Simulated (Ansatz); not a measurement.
GaP: energy along a strain

GaP, F-43m, a = 5.451 Å (as given, not relaxed at this level: 2.5 GPa). Ansatz: PBE, PAW, 420 eV, Γ-centred 8×8×8 mesh on 2 atoms, Gaussian smearing 0.05 eV; no spin polarisation. Cell vectors (Å): 0.000 2.725 2.725; 2.725 0.000 2.725; 2.725 2.725 0.000. The cell is strained by x per cent times the pattern (1 0 0 0 0 0) in the order xx yy zz yz xz xy (engineering shears), with fractional coordinates held. y is the free energy over the start, V0 = 20.240 Å³/atom. Points with a strain past 8.5 % were computed too (3) and aren't used here.

```tsv
x (%)	y (meV/atom)
-7.50	?
-5.00	38.22
-2.50	13.42
0.00	0.00
2.50	-2.61
5.00	4.97
7.50	22.09
```

Question: Fit y = c1 x + c2 x² + c3 x³ to the other rows, get the stiffness along the pattern, and predict the missing energy.

Answer: Least squares on the rows shown. y = −3.1616 x + 0.86372 x² − 0.0065876 x³. The clamped-ion stiffness p·C·p = 2 × 8.637 eV × 160.2 / 20.240 Å³ = 137 GPa, which is C11 in these axes (second derivative at the start, which stands under stress). At x = -7.50 the fit asked for gives 75.08 meV/atom. The run gave 74.94 meV/atom, so the fit is 0.14 meV/atom too high, a small miss on the scale of the series.

Cost: 10 runs of about 0.52 core-minutes in all, on Intel Xeon Processor @ 2.70GHz (shared hosts).

The energy falls on initial stretching and is lowest, among the rows shown, at 2.50 %, so the starting cell is compressed for this functional. That fits the usual tendency of PBE to make the bonds of III-V semiconductors slightly too long. The lowest point along this path isn't the equilibrium lattice constant, however, because the two lateral directions stay compressed and push the optimum strain along x further out.

The negative cubic term means that the crystal stiffens under compression and softens under tension, as expected when short-range repulsion between the atoms rises faster than the covalent Ga–P attraction fades. The close prediction at -7.50 % suggests that higher-order terms remain small over this range.

Holding the fractional coordinates costs nothing here: in zinc blende a strain along a cube axis leaves no symmetry-allowed force on either sublattice, so the clamped-ion and relaxed-ion values of C11 coincide. That wouldn't carry over to C44, where shear displaces the sublattices against each other and the relaxation lowers the stiffness.
